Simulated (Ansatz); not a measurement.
## Ti: opening a crack plane

Ti, P6/mmm, a = 4.515 Å, c = 2.799 Å. This isn't the element's structure at ambient conditions. Ansatz: PBEsol, PAW, 420 eV, Γ-centred 10×17×3 mesh on 12 atoms, Gaussian smearing 0.15 eV; no spin polarisation. One cut on (100) per cell of 12 atoms is opened rigidly by x, between planes of Ti and Ti that stand 1.30 Å apart; y is the energy per area (12.637 Å², 1 eV/Å² = 16.02 J/m²).

```tsv
x (Å)	y (J/m²)
0.00	0.000
0.25	0.191
0.50	0.634
1.00	1.755
1.50	2.791
2.00	?
3.00	4.471
4.50	4.864
6.00	4.915
```

Fit the universal binding curve y = W[1 − (1 + x/l) e^(−x/l)] to the other rows, give the peak stress, and predict the missing value.

Least squares gives W = 4.97 J/m² and l = 0.797 Å. The stress dy/dx peaks at x = l with W/(e l) = 22.9 GPa, for rigid faces. At x = 2.00: x/l = 2.509, y = 3.552 J/m². The run gave 3.584 J/m², so the fit is 0.032 J/m² too low, within twice the rms miss on the fitted rows (0.025 J/m²).

Cost: 10 runs of about 26 core-minutes in all, on Arm Neoverse V1 (shared hosts).